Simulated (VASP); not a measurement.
Crystal: SnO.

```
CELL_PARAMETERS angstrom
3.81370 0.00000 0.00000
0.00000 3.81370 0.00000
0.00000 0.00000 4.88691
ATOMIC_POSITIONS crystal
Sn 0.50000 0.00000 0.76463
Sn 0.00000 0.50000 0.23537
O 0.00000 0.00000 0.00000
O 0.50000 0.50000 0.00000
```

The cell is a database's computed one.

* Program: VASP 6.6.1
* Task: relaxation of cell and atoms
* Functional: PBEsol
* Potentials or basis: VASP PAW PBE potentials, release 64 (Sn_d, O)
* Cutoff: 600 eV
* k mesh: 6 × 6 × 6
* Occupations: gaussian, width 0.02 eV
* Spin: no spin polarisation

At the start: pressure -0.3 GPa; volume 17.77 Å³/atom.

Q: Where does the relaxation end?

A: Over 10 steps the energy falls by 2.9 meV/atom and the volume is 17.05 Å³/atom (-4.0 %); space group P4/nmm (No. 129, to 0.05 Å).

The path:
```
step  energy change (eV)  largest force (eV/Å)  pressure (GPa)  volume (Å³)
   1              0.0000                0.1524           -0.35        71.08
   2             -0.0026                0.0943           -0.31        70.68
   3             -0.0061                0.0138           -0.23        69.70
   4             -0.0064                0.0550           -0.23        69.36
   5             -0.0084                0.0038            0.20        68.85
   6             -0.0092                0.0604            0.60        68.35
   7             -0.0109                0.0168            0.23        68.33
   8             -0.0114                0.0344           -0.17        68.29
   9             -0.0115                0.0289           -0.12        68.30
  10             -0.0115                0.0036           -0.01        68.22
```

Final structure:
```yaml
crystal:
  lattice:
    - [3.80113, 0.00000, 0.00000]
    - [0.00000, 3.80113, 0.00000]
    - [0.00000, 0.00000, 4.72127]
  atoms:
    - { symbol: Sn, position: [0.50000, 0.00000, 0.75462] }
    - { symbol: Sn, position: [0.00000, 0.50000, 0.24538] }
    - { symbol: O, position: [0.00000, 0.00000, 0.00000] }
    - { symbol: O, position: [0.50000, 0.50000, 0.00000] }
```

Caveat: the PAW data sets were made with another functional, which shifts forces and pressure a little.
